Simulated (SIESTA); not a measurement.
Crystal: Al2O3 (Corundum).

```
Al O
1.0
     2.38025    1.37424    4.33187
    -2.38025    1.37424    4.33187
     0.00000   -2.74848    4.33187
Al O
4 6
Direct
  0.85216 0.85216 0.85216
  0.64784 0.64784 0.64784
  0.14784 0.14784 0.14784
  0.35216 0.35216 0.35216
  0.05668 0.75000 0.44332
  0.75000 0.44332 0.05668
  0.44332 0.05668 0.75000
  0.94332 0.25000 0.55668
  0.25000 0.55668 0.94332
  0.55668 0.94332 0.25000
```

Base run:

```yaml
Program: SIESTA 5.4.2
Functional: PBE
Potentials_or_basis: PseudoDojo 0.4 standard (PBE files)
Basis: DZP (energy shift 0.003 Ry)
Grid_cutoff: 800 Ry
Energy_shift: 0.003 Ry
k_mesh: 7 × 7 × 7
Occupations: fermi-dirac, width 0.05 eV
Spin: no spin polarisation
```

Its results: band gap on the k mesh 6.24 eV, direct; pressure 8.5 GPa; largest force 0.033 eV/Å.

Q: The run is repeated on the same cell with these changes: basis from DZP (energy shift 0.003 Ry) to DZ (energy shift 0.003 Ry). What comes out?

A: Band gap on the k mesh 6.02 eV, indirect (least direct gap 6.07 eV); pressure 18.2 GPa; largest force 0.688 eV/Å.

Caveats: the basis of atomic orbitals isn't converged, which shifts pressures, moduli and gaps; the basis has no polarisation orbitals (some runs); so large a pressure means that the cell lies far from this level's equilibrium, or that cutoff or potentials fall short (some runs).
